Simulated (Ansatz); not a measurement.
# Li2Se: the cell at several levels of theory

One table from this session's results is given with a row withheld; the runs are named, their logs left out.

Program: Ansatz 0.2.0. PAW datasets, plane waves, zero pressure. Calculated at 0 K for a non-magnetic cell.

## The system as given

The symmetry is Fm-3m (No. 225, cubic); conventional cell a = 6.005 Å, 18.05 Å³ an atom. Around Li lie 4 Se at 2.60 Å; around Se lie 8 Li at 2.60 Å.

Coordinates:

```
CELL_PARAMETERS angstrom
0.00000 3.00250 3.00250
3.00250 0.00000 3.00250
3.00250 3.00250 0.00000
ATOMIC_POSITIONS crystal
Li 0.25000 0.25000 0.25000
Li 0.75000 0.75000 0.75000
Se 0.00000 0.00000 0.00000
```

The first run:

input.yaml reads:

```yaml
crystal:
  lattice:
    - [0.0, 3.0025, 3.0025]
    - [3.0025, 0.0, 3.0025]
    - [3.0025, 3.0025, 0.0]
  atoms:
    - { symbol: Li, position: [0.25, 0.25, 0.25] }
    - { symbol: Li, position: [0.75, 0.75, 0.75] }
    - { symbol: Se, position: [0.0, 0.0, 0.0] }
kpoints:
  mp_grid: { grid: [6, 6, 6] }
hamiltonian:
  xc: pbe
scf:
  occupations: { method: fermi_dirac, width: 0.02 }
relax:
  f_tol: 0.005
  cell: {}
output:
  write_density: true
  write_potential: true
  elf: true
  volumetric_format: npy
```

The run is started by

```bash
> ansatz run input.yaml --threads 2 --pin off --max-ram 2211MiB --backend cpu --events-out ev --progress --plain --runs-dir out
```

Steps of the session up to this table: Relaxing with PBE; Relaxing with r2SCAN; Relaxation with PBEsol; Relaxing with LDA; Relaxing with HSE06.

One table of the session follows, with a row left open; its other results are not shown here.

It belongs to the step «The cells side by side». 

| level | a (Å) | volume (Å³/atom) |
| --- | --- | --- |
| PBE | 6.005 | 18.045 |
| r2SCAN | 5.987 | 17.883 |
| PBEsol | 5.945 | 17.509 |
| LDA | ? | ? |
| HSE06 | 5.974 | 17.765 |

Q: Estimate the row for LDA from the others.

**Answer.** a (Å): 5.847; volume (Å³/atom): 16.662. In the column «a (Å)» it is the lowest.

The volume runs from LDA (least) to PBE (most), a spread of 8.3 %, or 2.7 % in length if all axes shared it alike. The meshes differ: PBE 6×6×6, r2SCAN 6×6×6, PBEsol 6×6×6, LDA 6×6×6, HSE06 4×4×4.
